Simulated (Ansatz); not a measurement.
Runs of Ansatz 0.2.0 on MgO2. Symmetry: Pa-3, No. 205, cubic system. The conventional cell has a = 4.829 Å, b = 4.829 Å, c = 4.829 Å, α = 90.00°, β = 90.00°, γ = 90.00°. Around Mg (site symmetry -3) lie 6 O at 2.07 Å. O (site symmetry 3) has 1 O at 1.50 Å as nearest neighbours. The cell is a database's computed one.

| task | level | cell | cutoff (eV) | points for each segment of the path | gap on the mesh (eV) | pressure (GPa) | V0 of scaled cells (Å³/atom) | relaxed volume (Å³/atom) | B0 (GPa) | largest force (eV/Å) |
| --- | --- | --- | --- | --- | --- | --- | --- | --- | --- | --- |
| equation of state | LDA | as given | 420 | - | - | - | 9.03 | - | 164 | - |
| relaxation of cell and atoms | PBEsol+D3(BJ) | relaxed | 420 | - | (b) | 0.0 | - | 9.27 | - | - |
| relaxation of cell and atoms | PBEsol | relaxed | 420 | - | 3.97 | 0.0 | - | 9.45 | - | - |
| relaxation of cell and atoms | BLYP+D4 | relaxed | 420 | - | 3.85 | 0.0 | - | 9.62 | - | - |
| band structure | BLYP | as given | 420 | 10 | 4.09 | 8.9 | - | - | - | 0.33 |
| relaxation of cell and atoms | r2SCAN | relaxed | 500 | - | 4.71 | 0.0 | - | 9.41 | - | - |
| equation of state | r2SCAN | as given | 500 | - | - | - | 9.39 | - | 155 | - |
| band structure | PBEsol | as given | 420 | 10 | 3.87 | (c) | - | - | - | 0.36 |
| relaxation of cell and atoms | LDA | relaxed | 420 | - | (a) | 0.0 | - | 9.07 | - | - |
| equation of state | BLYP+D3(BJ) | as given | 420 | - | - | - | 9.51 | - | 144 | - |
| relaxation of cell and atoms | BLYP+D3(BJ) | relaxed | 420 | - | 3.93 | 0.0 | - | 9.48 | - | - |
| band structure | r2SCAN | as given | 500 | 10 | 4.65 | 0.2 | - | - | - | 0.21 |

Alike in all rows: potentials or basis Ansatz PAW; no spin polarisation; k mesh 6 × 6 × 6; smearing fermi-dirac 0.05 eV.

**Question.** Estimate the missing entries.

**Answer.** (a) 4.13; (b) 4.04; (c) 0.4.

Caveats: the PAW data sets come from PBE, with cores solved anew for the run's functional, which leaves a small shift of forces and pressure; the plane-wave basis is chosen anew once the cell has moved, so the energies of steps on either side of that aren't comparable (some runs); the potentials were made for another functional, which shifts forces and pressure (some runs); the cell was scaled at fixed shape and fractional positions, which overstates the stiffness of a crystal with free parameters, most of all of layers and chains (some runs).

A k mesh can miss the band edges.

Not every run made on this cell is shown here.
